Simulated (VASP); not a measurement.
## VASP 6.6.1 run: KI

INCAR

```
ENCUT = 520
LCHARG = .FALSE.
LREAL = .FALSE.
IBRION = -1
GGA = PS
NELM = 120
NBANDS = 15
LASPH = .TRUE.
NSW = 0
LWAVE = .FALSE.
PREC = Accurate
EDIFF = 1E-7
ISIF = 2
ISMEAR = -1
SIGMA = 0.02
```

KPOINTS

```
KPOINTS created by Atomic Simulation Environment
0
Gamma
6 6 6
0 0 0
```

POSCAR

```
K  I
 1.0000000000000000
    -0.0000000000000000    3.5442852435562142    3.5442852435562142
     3.5442852435562142   -0.0000000000000000    3.5442852435562142
     3.5442852435562142    3.5442852435562142    0.0000000000000000
 K   I
   1   1
Cartesian
 -0.0000000000000000  0.0000000000000000  0.0000000000000000
  3.5442852435562138  3.5442852435562138  3.5442852435562138
```

The recommended PBE PAW datasets give the neutral cell 16 valence electrons.

Command

```
mpirun -np 1 vasp_std
```

Predict the outcome of this run.

It converged. Results: gap between bands v and c on the k mesh 3.79 eV; least direct gap on the k mesh 3.79 eV; pressure -0.4 GPa. Band v is the last that the valence electrons fill when counted band by band, and c is the next.

OSZICAR

```
N       E                     dE             d eps       ncg     rms          rms(c)
DAV:   1     0.891193360085E+02    0.89119E+02   -0.64341E+03   480   0.906E+02
DAV:   2    -0.597896873367E+00   -0.89717E+02   -0.83395E+02   615   0.211E+02
DAV:   3    -0.568053671380E+01   -0.50826E+01   -0.50597E+01   671   0.435E+01
DAV:   4    -0.589805891652E+01   -0.21752E+00   -0.21747E+00   794   0.801E+00
DAV:   5    -0.590000392822E+01   -0.19450E-02   -0.19450E-02   670   0.833E-01    0.287E+00
DAV:   6    -0.581573061859E+01    0.84273E-01   -0.89265E-02   627   0.197E+00    0.205E+00
DAV:   7    -0.580853328323E+01    0.71973E-02   -0.10556E-01   620   0.173E+00    0.851E-01
DAV:   8    -0.581297067651E+01   -0.44374E-02   -0.13232E-02   550   0.847E-01    0.254E-01
DAV:   9    -0.581273962098E+01    0.23106E-03   -0.65630E-04   669   0.160E-01    0.858E-02
DAV:  10    -0.581302986051E+01   -0.29024E-03   -0.36156E-04   529   0.106E-01    0.496E-02
DAV:  11    -0.581303305649E+01   -0.31960E-05   -0.26656E-05   705   0.258E-02    0.118E-02
DAV:  12    -0.581303399881E+01   -0.94231E-06   -0.16148E-06   600   0.960E-03    0.919E-03
DAV:  13    -0.581303542404E+01   -0.14252E-05   -0.14777E-06   592   0.727E-03    0.217E-03
DAV:  14    -0.581303554550E+01   -0.12146E-06   -0.97020E-08   500   0.182E-03    0.946E-04
DAV:  15    -0.581303550565E+01    0.39846E-07   -0.16837E-08   471   0.882E-04
   1 F= -.58130355E+01 E0= -.58130355E+01  d E =-.213607E-12
```

Standard output (part)

```
POSCAR found type information on POSCAR K I
 POSCAR found :  2 types and       2 ions
 LDA part: xc-table for (Slater+PW92), standard interpolation
 POSCAR, INCAR and KPOINTS ok, starting setup
 WAVECAR not read
 entering main loop
```

For comparison, a separate PBE run of the intended cell, on usual settings and not on those above, gives a gap of 3.94 eV on its mesh and a pressure of 0.5 GPa.
